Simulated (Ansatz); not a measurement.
# Moving the functional in SiO2

Space group I4/mmm (No. 139). a = 8.944 Å, b = 8.944 Å, c = 5.224 Å, α = 90.00°, β = 90.00°, γ = 90.00°
```csv
atom,site,symmetry,x,y,z
Si,8h,m.2m,0.8231,0.8231,0.0000
O,8i,m2m.,0.2915,0.5000,0.5000
O,8f,..2/m,0.7500,0.7500,0.2500
```

The cell comes from a database or a generator and needn't be the stable form of this composition.

Kept alike: task band structure; k mesh 6 × 6 × 6; occupations fermi-dirac, width 0.05 eV; no spin polarisation. Program: Ansatz, Ansatz PAW. Cutoffs run from 420 to 500 eV. The mesh is that of the run's cell of 12 atoms. No spin-orbit coupling.

| run | band gap (eV) | pressure (GPa) |
| --- | --- | --- |
| A | 6.077 | 0.10 |
| B | 5.530 | 1.81 |
| C | 5.328 | -1.28 |

Pressure is positive in compression, with a Pulay correction for the finite cutoff. Gaps are the smaller of the mesh's and the band path's. All rows use potentials made for PBE.

The runs differ in the functional (and the cutoff that goes with it) alone: LDA; PBEsol; r2SCAN. Which run is which?

Run A is r2SCAN; run B is PBEsol; run C is LDA. The band gap runs from 5.328 (LDA) to 6.077 eV (r2SCAN). The pressure runs from -1.28 (LDA) to 1.81 GPa (PBEsol).
